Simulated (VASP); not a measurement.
Set up this calculation in VASP 6.6.1, as the native input.

| Property | Result |
| --- | --- |
| Task | relaxation of cell and atoms |
| Functional | PBE |
| Dispersion | D3(BJ) |
| Potentials or basis | VASP PAW PBE potentials, release 64 (Zn, S) |
| Cutoff | 600 eV |
| k mesh | 10 × 10 × 10 |
| Occupations | gaussian, width 0.02 eV |
| Spin | no spin polarisation |
| Further INCAR settings | ALGO = Normal; EDIFF = 1e-07; IBRION = 2; EDIFFG = -0.005; NSW = 90; ISIF = 3 |

The structure of ZnS lies in POSCAR:

```
ZnS
1.0
    0.0000000000      2.6936828800      2.6936828800
    2.6936828800      0.0000000000      2.6936828800
    2.6936828800      2.6936828800      0.0000000000
Zn S
1 1
Direct
    0.0000000000      0.0000000000      0.0000000000
    0.7500000000      0.7500000000      0.7500000000
```

The cell is a database's computed one.

The input as run:

INCAR

```
SYSTEM = ZnS
PREC = Accurate
ENCUT = 600
EDIFF = 1E-7
ISMEAR = 0
SIGMA = 0.02
LREAL = .False.
LASPH = .True.
NELM = 60
ALGO = Normal
ISIF = 3
LWAVE = .False.
LCHARG = .False.
GGA = PE
IVDW = 12
IBRION = 2
NSW = 90
EDIFFG = -0.005
```

KPOINTS

```
regular mesh
0
Gamma
  10 10 10
  0 0 0
```

Potentials or basis: VASP PAW PBE potentials, release 64 (Zn, S).

Run with:

```sh
$ cat potpaw_PBE.64/Zn/POTCAR potpaw_PBE.64/S/POTCAR > POTCAR
$ mpirun -np 1 vasp_std > vasp.out
```

It gave:

```yaml
Relaxed_volume: 19.46 Å³/atom
Relaxed_cell: a = 3.804 Å, b = 3.804 Å, c = 3.804 Å, α = 60.00°, β = 60.00°, γ = 60.00°
Space_group_after_relaxing_to_0.05_Å: F-43m (No. 216)
Energy_gained_by_relaxing: 0.1 meV/atom
Ionic_steps: 3
Pressure_after_relaxing: 0.0 GPa
Band_gap_on_the_k_mesh: 2.18 eV, direct
Dispersion_energy_per_atom: -0.313 eV
```

Wall time 24 s on 1 thread of AMD EPYC 9R45 96-Core Processor (Zen 5), with other jobs on the host, peak memory 0.17 GiB.
